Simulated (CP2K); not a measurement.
MgSe:

```xyz
2
Lattice="3.8544 0.0000 0.0000 1.9272 3.3380 0.0000 1.9272 1.1127 3.1471" Properties=species:S:1:pos:R:3 pbc="T T T"
Se    3.8544    2.2254    1.5736
Mg    0.0000    0.0000    0.0000
```

Base run:

* Program: CP2K 2026.2
* Functional: TB-mBJ
* Potentials or basis: POTENTIAL_UZH Se GTH-PBE-q6, Mg GTH-PBE-q10; TZVP-MOLOPT-PBE-GTH basis
* Density cutoff: 19048 eV
* k mesh: 8 × 8 × 8
* Occupations: fermi-dirac, width 0.0259 eV
* Spin: no spin polarisation

Its results: band gap on the k mesh 1.91 eV, indirect (least direct gap 2.98 eV).

Question: The run is repeated on the same cell with these changes: functional from TB-mBJ to PBEsol; occupations from fermi-dirac, width 0.0259 eV to fermi-dirac, width 0.1 eV. What comes out?

Answer: Band gap on the k mesh 1.58 eV, indirect (least direct gap 2.37 eV).

Caveats: the basis of atomic orbitals isn't converged, which shifts pressures, moduli and gaps; this is a model potential without an energy functional, so only levels have meaning (some runs).

Not every run made on this cell is shown here.
